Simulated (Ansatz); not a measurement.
A (102) slab of Si2W (I4/mmm (No. 139)), 27 planes, outer planes W (top) and Si (bottom), with 27 atoms (Si18W9) in a surface cell of A = 32.458 Å², as cut from the bulk:

```
CELL_PARAMETERS angstrom
3.21129 0.00000 0.00000
0.00000 10.10750 0.00000
0.00000 0.00000 25.73768
ATOMIC_POSITIONS crystal
Si 0.50000 0.19942 0.29140
Si 0.00000 0.40152 0.30688
W 0.50000 0.60094 0.32323
Si 0.00000 0.80037 0.33957
Si 0.50000 0.00246 0.35506
W 0.00000 0.20188 0.37140
Si 0.50000 0.40131 0.38774
Si 0.00000 0.60340 0.40323
W 0.50000 0.80283 0.41957
Si 0.00000 0.00225 0.43592
Si 0.50000 0.20434 0.45140
W 0.00000 0.40377 0.46774
Si 0.50000 0.60319 0.48409
Si 0.00000 0.80529 0.49957
W 0.50000 0.00471 0.51591
Si 0.00000 0.20413 0.53226
Si 0.50000 0.40623 0.54774
W 0.00000 0.60565 0.56408
Si 0.50000 0.80508 0.58043
Si 0.00000 0.00717 0.59591
W 0.50000 0.20659 0.61226
Si 0.00000 0.40602 0.62860
Si 0.50000 0.60811 0.64408
W 0.00000 0.80754 0.66043
Si 0.50000 0.00696 0.67677
Si 0.00000 0.20905 0.69225
W 0.50000 0.40848 0.70860
```

Computed with Ansatz, DFT r2SCAN, scalar-relativistic, plane waves, PAW. Plane waves to 500 eV, a k mesh through Γ of 11×4×1 on the computed 27-atom cell and Gaussian smearing (0.10 eV); no spin polarisation. The cell repeats along c with a dipole correction in the vacuum.

Against the same 27 atoms in the bulk, the slab as cut lies 12.973 eV higher and the relaxed slab 12.186 eV higher.

Q: Work out the surface energy before and after relaxation.

A: The slab has two faces, so γ = (E_slab − N·E_bulk)/(2A), the mean of both. As cut: 12.973/(2 × 32.458) = 0.1998 eV/Å², and 1 eV/Å² = 16.02 J/m², so γ = 3.20 J/m². Relaxed: 12.186/(2 × 32.458) = 0.1877 eV/Å² = 3.01 J/m². Relaxation recovers 6 % of the cost of cutting.

Q: What is the ideal work of this cut, per area?

A: Griffith's ideal work is 2γ: 6.40 J/m² if the new faces stay rigid, 6.01 J/m² if they relax. Other cuts parallel to this plane can cost less. One thickness was run, 27 planes, so γ can still shift with it.

Relaxation lowers the mean surface energy only from 3.20 to 3.01 J/m², so most of the cost lies in the bonds lost at the cut, not in strain that the outer atoms can release. In this disilicide, W 5d states hybridise with Si 3p states in a stiff network that is part covalent, part metallic. The planes parallel to the cut lie so close together that bonds from several of them cross it. Small displacements can strengthen the remaining back-bonds and let charge redistribute, but they can't replace the missing neighbours, which probably explains the modest gain of 6 %.

The W and Si terminations are complementary halves of one cut, so their summed energy is a proper work of separation even though the share of each face remains undetermined. It describes reversible brittle separation; the measured fracture energy can be higher where dislocations or other dissipative processes accompany the crack. Whether a reconstruction with a larger surface period or a change in surface stoichiometry would lower the energy further remains open.
